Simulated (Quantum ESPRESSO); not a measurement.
Zn under changes of volume

One of the cells (15.330 Å³/atom); the others are scaled copies at fixed shape and fractional positions:

```xyz
2
Lattice="2.6700 0.0000 0.0000 -1.3350 2.3123 0.0000 0.0000 0.0000 4.9660" Properties=species:S:1:pos:R:3 pbc="T T T"
Zn    1.3350    0.7708    3.7245
Zn    0.0000    1.5415    1.2415
```

- Program: Quantum ESPRESSO 7.5
- Functional: LDA
- Potentials or basis: GBRV 1.5 LDA
- Cutoff: 762 eV
- Density cutoff: 6095 eV
- k mesh: 11 × 11 × 6
- Occupations: fermi-dirac, width 0.05 eV
- Spin: no spin polarisation

| volume (Å³/atom) | energy over the lowest point (meV/atom) | pressure (GPa) |
| --- | --- | --- |
| 14.410 | 0.00 | -5.0 |
| 14.716 | ? | ? |
| 15.023 | 24.45 | -7.9 |
| 15.330 | 40.45 | -9.1 |
| 15.636 | 58.58 | -10.1 |
| 15.943 | 78.46 | -11.0 |
| 16.249 | 99.88 | -11.7 |

Q: What does the run at 14.716 Å³/atom give?

A: Energy over the lowest point 10.83 meV/atom; pressure -6.5 GPa.

Worked out: A Birch-Murnaghan fit of order 3 (a polynomial in V^(-2/3)) to the other rows has no minimum within the range. It gives 10.81 meV/atom at 14.716 Å³/atom, against the run's 10.83, and -dE/dV = -6.4 GPa, against -6.5.

Energies are extrapolated to zero smearing.
